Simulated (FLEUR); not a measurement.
The system is GaAs.

```
As Ga
1.0
     0.00000    2.82685    2.82685
     2.82685    0.00000    2.82685
     2.82685    2.82685    0.00000
As Ga
1 1
Cartesian
  4.2403 4.2403 4.2403
  0.0000 0.0000 0.0000
```

Base run:

```yaml
Program: FLEUR MaX-R8.1 (later development tree)
Functional: PBE
Potentials_or_basis: all-electron
Basis: FLAPW
Kmax: 4.71 1/bohr
k_mesh: 8 × 8 × 8
Occupations: fermi-dirac, width 0.05 eV
Spin: no spin polarisation
```

Its results: band gap on the k mesh 0.52 eV, direct.

Question: The run is repeated on the same cell with these changes: functional from PBE to PBEsol. What comes out?

Answer: Band gap on the k mesh 0.45 eV, direct.

A k mesh can miss the band edges.

Not every run made on this cell is shown here.
